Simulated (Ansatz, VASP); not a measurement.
## InP in VASP and in Ansatz

INCAR

```
SYSTEM = InP
PREC = Accurate ; ENCUT = 520
EDIFF = 1E-7 ; ISMEAR = 0
SIGMA = 0.01 ; LREAL = .FALSE.
LASPH = .TRUE. ; NELM = 60
ALGO = Normal ; ISIF = 2
LWAVE = .FALSE. ; LCHARG = .FALSE.
NBANDS = 16
```

File KPOINTS:

```
regular mesh
0
G
  6 6 6
  0 0 0
```

POSCAR

```
InP
1.0
    0.0000000000      2.9538133483      2.9538133483
    2.9538133483      0.0000000000      2.9538133483
    2.9538133483      2.9538133483      0.0000000000
In P
1 1
Direct
    0.0000000000      0.0000000000      0.0000000000
    0.2500000000      0.2500000000      0.2500000000
```

Input for Ansatz:

```yaml
crystal:
  lattice:
    - [0.0, 2.9538133483, 2.9538133483]
    - [2.9538133483, 0.0, 2.9538133483]
    - [2.9538133483, 2.9538133483, 0.0]
  atoms:
    - { symbol: In, position: [0.0, 0.0, 0.0] }
    - { symbol: P, position: [0.25, 0.25, 0.25] }
kpoints:
  mp_grid: { grid: [6, 6, 6] }
hamiltonian:
  xc: lda
scf:
  occupations: { method: fixed }
output:
  optics:
    e_range: [0, 10]
    de: 0.05
    sigma: 0.03
    scissors: 0.3
    scheme: fermi_dirac
    bands: { spectra_wanted_up_to: 10 }
```

Alike in both runs: task single point; functional LDA; k mesh 6 × 6 × 6; no spin polarisation.

|  | VASP | Ansatz |
| --- | --- | --- |
| version | VASP 6.6.1 | Ansatz 0.2.0 |
| potentials or method | VASP PAW LDA potentials, release 64 (In_d, P) | plane waves, PAW |
| plane-wave cutoff (eV) | 520 | 420 |
| occupations | gaussian, width 0.01 eV | fixed |
| valence electrons in the cell | 18 | 18 |

VASP gave:

| Item | Value |
| --- | --- |
| gap on the k mesh at the Fermi level (eV) | 0.38 |

Problem. Which values does Ansatz return?

Solution. gap on the k mesh at the Fermi level (eV): 0.35.

Caveats: spin-orbit coupling is left out, which moves the levels of the heavy elements.
